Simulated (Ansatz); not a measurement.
# Nb: band structure with PBEsol+D3(BJ)

Nb:

```xyz
1
Lattice="-1.6640 1.6640 1.6640 1.6640 -1.6640 1.6640 1.6640 1.6640 -1.6640" Properties=species:S:1:pos:R:3 pbc="T T T"
Nb    0.0000    0.0000    0.0000
```

```yaml
Program: Ansatz 0.2.0
Task: band structure
Functional: PBEsol
Dispersion: D3(BJ)
Potentials_or_basis: Ansatz PAW
Cutoff: "420 eV (not typed: the program's choice for these potentials)"
k_mesh: 8 × 8 × 8
Occupations: gaussian, width 0.01 eV
Spin: non-collinear spin, ferromagnetic start
Starting_moments: "[[0.289, 0.289, 0.289]] μB"
Path: "[[\"G\", \"H\", \"N\", \"G\", \"P\", \"H\"], [\"P\", \"N\"]]"
Points_for_each_segment_of_the_path: 14
```

The pressure is -14.4 GPa. The band gap on the k mesh is none (metal or under the smearing width) and the net moment is 0.03 μB per cell. The absolute moment is 0.03 μB per cell.

Levels at the corners of the path, in eV from the Fermi level:
| point | band 8 | band 9 | band 10 | band 11 | band 12 | band 13 | band 14 | band 15 | band 16 | band 17 |
| --- | --- | --- | --- | --- | --- | --- | --- | --- | --- | --- |
| Γ | -29.49 | -5.72 | -5.70 | 0.52 | 0.52 | 0.52 | 0.55 | 0.55 | 0.55 | 3.37 |
| H | -30.36 | -3.43 | -3.43 | -3.42 | -3.42 | 5.63 | 5.63 | 5.63 | 5.65 | 5.65 |
| N | -29.50 | -3.47 | -3.45 | -1.44 | -1.42 | 2.36 | 2.37 | 3.38 | 3.40 | 4.05 |
| Γ | -29.49 | -5.72 | -5.70 | 0.52 | 0.52 | 0.52 | 0.55 | 0.55 | 0.55 | 3.37 |
| P | -30.14 | -0.91 | -0.91 | -0.91 | -0.89 | -0.89 | -0.89 | 4.18 | 4.18 | 4.19 |
| H | -30.36 | -3.43 | -3.43 | -3.42 | -3.42 | 5.63 | 5.63 | 5.63 | 5.65 | 5.65 |
| P | -30.14 | -0.91 | -0.91 | -0.91 | -0.89 | -0.89 | -0.89 | 4.18 | 4.18 | 4.19 |
| N | -29.50 | -3.47 | -3.45 | -1.44 | -1.42 | 2.36 | 2.37 | 3.38 | 3.40 | 4.05 |

Moments on the atoms (μB; x, y, z):
```
Nb  0.01 0.01 0.01
```

Wall time 3.5 s on 2 threads of Intel(R) Xeon(R) Processor @ 2.70GHz (shared host), peak memory 0.33 GiB.

Caveat: pairwise dispersion overbinds metals, which lowers pressure and volume; the PAW data sets come from PBE, with cores solved anew for the run's functional, which leaves a small shift of forces and pressure; the starting moments weren't kept.
